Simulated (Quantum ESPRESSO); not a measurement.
# CdTe under changes of volume

One of the cells (32.922 Å³/atom); the others are scaled copies at fixed shape and fractional positions:

```xyz
2
Lattice="0.0000 3.2050 3.2050 3.2050 0.0000 3.2050 3.2050 3.2050 0.0000" Properties=species:S:1:pos:R:3 pbc="T T T"
Te    4.8075    4.8075    4.8075
Cd    0.0000    0.0000    0.0000
```

| Property | Result |
| --- | --- |
| Program | Quantum ESPRESSO 7.5 |
| Functional | PBE |
| Potentials or basis | SSSP 1.3 efficiency PBE |
| Cutoff | 816 eV |
| Density cutoff | 6531 eV |
| k mesh | 7 × 7 × 7 |
| Occupations | fermi-dirac, width 0.05 eV |
| Spin | no spin polarisation |

```csv
volume (Å³/atom),energy over the lowest point (meV/atom),pressure (GPa),gap on the mesh (eV)
30.947,?,?,?
31.605,82.49,6.9,0.99
32.263,56.74,5.6,0.93
32.922,36.12,4.4,0.87
33.580,20.09,3.3,0.81
34.239,8.19,2.4,0.75
34.897,0.00,1.5,0.69
```

Problem. What does the run at 30.947 Å³/atom give?

Solution. Energy over the lowest point 113.92 meV/atom; pressure 8.3 GPa; gap on the mesh 1.06 eV.

Worked out: A Birch-Murnaghan fit of order 3 (a polynomial in V^(-2/3)) to the other rows has no minimum within the range. It gives 113.95 meV/atom at 30.947 Å³/atom, against the run's 113.92, and -dE/dV = 8.4 GPa, against 8.3. A straight line through the other rows of the gap, of slope -3.03 eV per unit of ln V (its deformation potential), extrapolates to 1.06 eV, against the run's 1.06.

Energies are extrapolated to zero smearing.

Caveats: spin-orbit coupling is left out, which moves the levels of the heavy elements.
